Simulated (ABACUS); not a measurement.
Runs of ABACUS 3.10.1 on Sn. It takes space group Fd-3m (No. 227, cubic). Conventional cell: a = 6.467 Å, b = 6.467 Å, c = 6.467 Å, α = 90.00°, β = 90.00°, γ = 90.00°. Around Sn (site symmetry -43m) lie 4 Sn at 2.80 Å. This isn't the form of Sn at room conditions, which is tetragonal (white tin).

| level | potentials or basis | k mesh | V0 of scaled cells (Å³/atom) | B0 (GPa) |
| --- | --- | --- | --- | --- |
| PBEsol+D3(BJ)+ABC | PseudoDojo NC SR 0.4.1 PBE standard, plane waves | 5 × 5 × 5 | (b) | 45 |
| PBEsol | PseudoDojo NC SR 0.4.1 PBE standard, plane waves | 5 × 5 × 5 | 35.28 | 42 |
| PBEsol+D3(BJ) | PseudoDojo NC SR 0.4.1 PBE standard, plane waves | 5 × 5 × 5 | (a) | 45 |
| PBEsol | PseudoDojo NC SR 0.4.1 PBEsol standard, plane waves | 7 × 7 × 7 | 35.08 | 41 |
| PBEsol+D3 | PseudoDojo NC SR 0.4.1 PBE standard, plane waves | 5 × 5 × 5 | (c) | 44 |

Alike in all rows: task equation of state; no spin polarisation; cell as given; cutoff (eV) 993; smearing fermi-dirac 0.05 eV.

Fill in the values left out.

(a) 34.18; (b) 34.26; (c) 34.76.

Caveats: the potentials were made for another functional, which shifts forces and pressure (some runs).
